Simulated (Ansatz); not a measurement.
Something may be wrong with this Ansatz 0.2.0 calculation of MgS.

The input input.yaml:

```yaml
crystal:
  lattice:
    - [0.0, 2.8331200468, 2.8331200468]
    - [2.8331200468, 0.0, 2.8331200468]
    - [2.8331200468, 2.8331200468, 0.0]
  atoms:
    - { symbol: S, position: [0.25, 0.25, 0.25] }
    - { symbol: Mg, position: [0.0, 0.0, 0.0] }
hamiltonian:
  xc: pbesol
  pseudopotentials: { kind: paw }
kpoints:
  mp-grid: { grid: [8, 8, 8] }
scf:
  occupations: { method: fermi_dirac, width: 0.05 }
  max_iter: 50
output:
  forces: true
  stress: true
  eigenvalues: true
relax:
  f_tol: 0.01
  max_steps: 40
  cell: { stress_tol: 0.05 }
```

Potentials or basis: Ansatz PAW.

Command:

```bash
$ ansatz run input.yaml --threads 2 --pin off --max-ram 5632MiB --backend cpu --events-out ev --progress --plain --runs-dir out
```

Output:

```text
Error: YAML parse error: error: line 13 column 3: unknown field `mp-grid`, expected one of mp_grid, list, band_path, initial_grid, further_shifts
  --> <input>:13:3
   |
11 |   pseudopotentials: { kind: paw }
12 | kpoints:
13 |   mp-grid: { grid: [8, 8, 8] }
   |   ^ unknown field `mp-grid`, expected one of mp_grid, list, band_path, initial_grid, further_shifts
14 | scf:
15 |   occupations: { method: fermi_dirac, width: 0.05 }
   |
```

Problem. How did it end, and where is the flaw?

Solution. The program refused the input. The input holds a flaw that was put in on purpose: a misspelt key (kpoints.mp_grid = mp-grid).

A sound run on the same cell differs in these lines of the main input:
```diff
@@ -13 +13 @@
-  mp-grid: { grid: [8, 8, 8] }
+  mp_grid: { grid: [8, 8, 8] }
@@ -16 +15,0 @@
-  max_iter: 50
```
